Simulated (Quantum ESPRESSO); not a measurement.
# GaAs (F-43m) in Quantum ESPRESSO: a series of runs, part 2 of 2

Quantum ESPRESSO 7.5.

## 4. Single point, LDA, 21.69 Å³/atom

File pw.in:

```
&CONTROL
  calculation = 'scf'
  prefix = 'pwscf'
  outdir = './tmp'
  pseudo_dir = './pseudo'
  tprnfor = .true.
  tstress = .true.
  disk_io = 'nowf'
/
&SYSTEM
  ibrav = 0
  nat = 2
  ntyp = 2
  ecutwfc = 80
  nbnd = 21
  occupations = 'smearing'
  smearing = 'fd'
  degauss = 0.00367493
/
&ELECTRONS
  conv_thr = 4d-10
  electron_maxstep = 120
  mixing_beta = 0.5
/
ATOMIC_SPECIES
As    74.9216 As.upf
Ga    69.7230 Ga.upf
CELL_PARAMETERS angstrom
   0.0000000000    2.7886446409    2.7886446409
   2.7886446409    0.0000000000    2.7886446409
   2.7886446409    2.7886446409    0.0000000000
ATOMIC_POSITIONS crystal
As     0.7500000000    0.7500000000    0.7500000000
Ga     0.0000000000    0.0000000000    0.0000000000
K_POINTS automatic
8 8 8 0 0 0
```

Command:

```bash
$ OMP_NUM_THREADS=1 pw.x -in pw.in > pw.out
```

Wall time 46 s (1 thread of AMD EPYC 7R43 (Zen 3), shared host); peak memory 0.09 GiB.

It converged, with:

```yaml
Free_energy: -4962.3283 eV
Pressure: 0.8 GPa
Band_gap_on_the_k_mesh: 0.59 eV, direct
```

## 5. Single point, LDA, 22.14 Å³/atom

pw.in: that of step 4 with these lines changed.

```diff
@@ -28,5 +28,5 @@
 CELL_PARAMETERS angstrom
-   0.0000000000    2.7886446409    2.7886446409
-   2.7886446409    0.0000000000    2.7886446409
-   2.7886446409    2.7886446409    0.0000000000
+   0.0000000000    2.8078772807    2.8078772807
+   2.8078772807    0.0000000000    2.8078772807
+   2.8078772807    2.8078772807    0.0000000000
 ATOMIC_POSITIONS crystal
```

Command:

```bash
$ OMP_NUM_THREADS=1 pw.x -in pw.in > pw.out
```

It took 46 s on 1 thread of AMD EPYC 7R43 (Zen 3), shared host; peak memory 0.09 GiB.

Results (log left out):

* Free energy: -4962.3293 eV
* Pressure: -0.7 GPa
* Band gap on the k mesh: 0.43 eV, direct

## 6. Single point, LDA, 22.59 Å³/atom

pw.in: that of step 5 with these lines changed.

```diff
@@ -28,5 +28,5 @@
 CELL_PARAMETERS angstrom
-   0.0000000000    2.8078772807    2.8078772807
-   2.8078772807    0.0000000000    2.8078772807
-   2.8078772807    2.8078772807    0.0000000000
+   0.0000000000    2.8268500000    2.8268500000
+   2.8268500000    0.0000000000    2.8268500000
+   2.8268500000    2.8268500000    0.0000000000
 ATOMIC_POSITIONS crystal
```

Potentials or basis: PseudoDojo 0.4.1 SR LDA standard.

Command:

```bash
$ OMP_NUM_THREADS=1 pw.x -in pw.in > pw.out
```

It took 47 s on 1 thread of AMD EPYC 7R43 (Zen 3), shared host; peak memory 0.09 GiB.

It converged, with:

```yaml
Free_energy: -4962.3221 eV
Pressure: -2.1 GPa
Band_gap_on_the_k_mesh: 0.28 eV, direct
```

## 7. Single point, LDA, 23.04 Å³/atom

pw.in: that of step 6 with these lines changed.

```diff
@@ -28,5 +28,5 @@
 CELL_PARAMETERS angstrom
-   0.0000000000    2.8268500000    2.8268500000
-   2.8268500000    0.0000000000    2.8268500000
-   2.8268500000    2.8268500000    0.0000000000
+   0.0000000000    2.8455714065    2.8455714065
+   2.8455714065    0.0000000000    2.8455714065
+   2.8455714065    2.8455714065    0.0000000000
 ATOMIC_POSITIONS crystal
```

Command:

```bash
$ OMP_NUM_THREADS=1 pw.x -in pw.in > pw.out
```

Run time: 49 s. Hardware: 1 thread of AMD EPYC 7R43 (Zen 3), shared host; peak memory 0.09 GiB.

The run converged. Its results:

* Free energy: -4962.3076 eV
* Pressure: -3.3 GPa
* Band gap on the k mesh: 0.13 eV, direct

## 8. Single point, LDA, 23.49 Å³/atom

pw.in: that of step 7 with these lines changed.

```diff
@@ -28,5 +28,5 @@
 CELL_PARAMETERS angstrom
-   0.0000000000    2.8455714065    2.8455714065
-   2.8455714065    0.0000000000    2.8455714065
-   2.8455714065    2.8455714065    0.0000000000
+   0.0000000000    2.8640496607    2.8640496607
+   2.8640496607    0.0000000000    2.8640496607
+   2.8640496607    2.8640496607    0.0000000000
 ATOMIC_POSITIONS crystal
```

Command:

```bash
$ OMP_NUM_THREADS=1 pw.x -in pw.in > pw.out
```

It took 50 s on 1 thread of AMD EPYC 7R43 (Zen 3), shared host; peak memory 0.09 GiB.

It converged, with:

```yaml
Free_energy: -4962.2867 eV
Pressure: -4.4 GPa
Band_gap_on_the_k_mesh: none (metal or under the smearing width)
```

## 9. Single point, LDA, 23.94 Å³/atom

pw.in: that of step 8 with these lines changed.

```diff
@@ -28,5 +28,5 @@
 CELL_PARAMETERS angstrom
-   0.0000000000    2.8640496607    2.8640496607
-   2.8640496607    0.0000000000    2.8640496607
-   2.8640496607    2.8640496607    0.0000000000
+   0.0000000000    2.8822925071    2.8822925071
+   2.8822925071    0.0000000000    2.8822925071
+   2.8822925071    2.8822925071    0.0000000000
 ATOMIC_POSITIONS crystal
```

Potentials or basis: PseudoDojo 0.4.1 SR LDA standard.

Command:

```bash
$ OMP_NUM_THREADS=1 pw.x -in pw.in > pw.out
```

Wall time 52 s (1 thread of AMD EPYC 7R43 (Zen 3), shared host); peak memory 0.09 GiB.

The run converged. Its results:

```
Free energy            : -4962.2601 eV
Pressure               : -5.3 GPa
Band gap on the k mesh : none (metal or under the smearing width)
```

## 10. Equation of state, LDA

Potentials or basis: PseudoDojo 0.4.1 SR LDA standard.

This step only gathers the single runs of the series.

Results:

```
Equilibrium volume                      : 21.96 Å³/atom
Bulk modulus                            : 74 GPa
Pressure derivative of the bulk modulus : 5.1
```

Energy against volume, from the lowest point:
```tsv
volume (Å³/atom)	energy (meV/atom)
21.234	5.68
21.686	0.52
22.138	0.00
22.590	3.63
23.041	10.88
23.493	21.31
23.945	34.59
```

LDA usually gives volumes a few per cent too small. Zero-point motion and thermal expansion aren't in these numbers.

## 11. How close it comes

Step 2. Against the measured gap of GaAs, 1.418 eV (direct; 300 K; “Evidence of valence band perturbations in GaAsN/GaAs(001): A combined variable-angle spectroscopic ellipsometry and modulated photoreflectance investigation”, 2008, arxiv:0805.2212), the calculated 0.41 eV is off by -1.01 eV. So large a miss can be the level of theory's own, or it may mean another phase, state or a wrong row. 3 values of this kind are on record (1.412 to 1.51 eV); this one was drawn at random among those near their median, those with a stated uncertainty first. The value is that of PBE, without temperature or zero-point motion. Semilocal functionals fall short of measured gaps as a rule.
